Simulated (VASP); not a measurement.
TiO2:

```
Ti O
1.0
     4.59984    0.00000    0.00000
     0.00000    4.59984    0.00000
     0.00000    0.00000    2.95921
Ti O
2 4
Direct
  0.00000 0.00000 0.50000
  0.50000 0.50000 0.00000
  0.30432 0.30432 0.50000
  0.19568 0.80432 0.00000
  0.80432 0.19568 0.00000
  0.69568 0.69568 0.50000
```

The cell is a database's computed one.

Base run:

| Quantity | Value |
| --- | --- |
| Program | VASP 6.6.1 |
| Functional | r2SCAN-EpsX |
| Potentials or basis | VASP PAW PBE potentials, release 64 (Ti_sv, O) |
| Cutoff | 520 eV |
| k mesh | 4 × 4 × 6 |
| Occupations | gaussian, width 0.02 eV |
| Spin | no spin polarisation |

Its results: band gap on the k mesh 3.29 eV, direct; pressure -2.7 GPa; largest force 0.105 eV/Å.

Q: After a change of settings the same cell gave: band gap on the k mesh 4.09 eV, direct; pressure -3.2 GPa; largest force 0.169 eV/Å. Which change was it?
A. functional from r2SCAN-EpsX to HSE06
B. functional from r2SCAN-EpsX to PBE0
C. functional from r2SCAN-EpsX to HSE03

A: B.

Caveats: the PAW data sets were made with another functional, which shifts forces and pressure a little.
